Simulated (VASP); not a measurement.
## ZnSe in VASP 6.6.1, single-point calculation

INCAR

```
GGA = PE
NELM = 120
LWAVE = .FALSE.
ENCUT = 520
LASPH = .TRUE.
PREC = Single
NSW = 0
LCHARG = .FALSE.
LREAL = .FALSE.
ISIF = 2
NBANDS = 16
IBRION = -1
SIGMA = 0.02
EDIFF = 1E-7
ISMEAR = -1
```

KPOINTS

```
KPOINTS created by Atomic Simulation Environment
0
Gamma
8 8 8
0 0 0
```

POSCAR

```
Zn Se
 1.0000000000000000
     0.0000000000000000    2.7899343746000000    2.7899343746000000
     2.7899343746000000    0.0000000000000000    2.7899343746000000
     2.7899343746000000    2.7899343746000000    0.0000000000000000
 Zn  Se
   1   1
Cartesian
  0.0000000000000000  0.0000000000000000  0.0000000000000000
  1.3949671873000000  1.3949671873000000  1.3949671873000000
```

The recommended PBE PAW datasets give the neutral cell 18 valence electrons.

Command

```
mpirun -np 1 vasp_std
```

Problem. How does this run end, and what does it give?

Solution. It converged. Results: gap between bands v and c on the k mesh 1.48 eV; least direct gap on the k mesh 1.48 eV; pressure 5.8 GPa. Band v is the last that the valence electrons fill when counted band by band, and c is the next.

OSZICAR

```
N       E                     dE             d eps       ncg     rms          rms(c)
DAV:   1     0.881290987644E+02    0.88129E+02   -0.89471E+03   928   0.134E+03
DAV:   2    -0.895872177758E+00   -0.89025E+02   -0.83258E+02  1056   0.254E+02
DAV:   3    -0.621609349823E+01   -0.53202E+01   -0.53016E+01  1144   0.608E+01
DAV:   4    -0.625676242224E+01   -0.40669E-01   -0.40666E-01  1152   0.573E+00
DAV:   5    -0.625694835640E+01   -0.18593E-03   -0.18593E-03  1168   0.348E-01    0.519E+00
DAV:   6    -0.598928362779E+01    0.26766E+00   -0.53533E-01  1352   0.247E+01    0.392E+00
DAV:   7    -0.596893387188E+01    0.20350E-01   -0.16112E-01  1088   0.365E+00    0.166E+00
DAV:   8    -0.596861706515E+01    0.31681E-03   -0.46435E-03  1248   0.774E-01    0.468E-01
DAV:   9    -0.596880104829E+01   -0.18398E-03   -0.11583E-03  1096   0.260E-01    0.642E-02
DAV:  10    -0.596891487831E+01   -0.11383E-03   -0.24703E-04  1136   0.119E-01    0.269E-02
DAV:  11    -0.596889804922E+01    0.16829E-04   -0.48616E-05  1120   0.638E-02    0.581E-03
DAV:  12    -0.596889887674E+01   -0.82752E-06   -0.64671E-06  1144   0.154E-02    0.242E-03
DAV:  13    -0.596889927908E+01   -0.40234E-06   -0.40520E-07  1096   0.413E-03    0.153E-03
DAV:  14    -0.596889920402E+01    0.75056E-07   -0.20999E-08   928   0.183E-03
   1 F= -.59688992E+01 E0= -.59688992E+01  d E =-.100902E-11
```

For comparison, a separate PBE run of the intended cell, on usual settings and not on those above, gives a gap of 1.48 eV on its mesh and a pressure of 5.8 GPa.
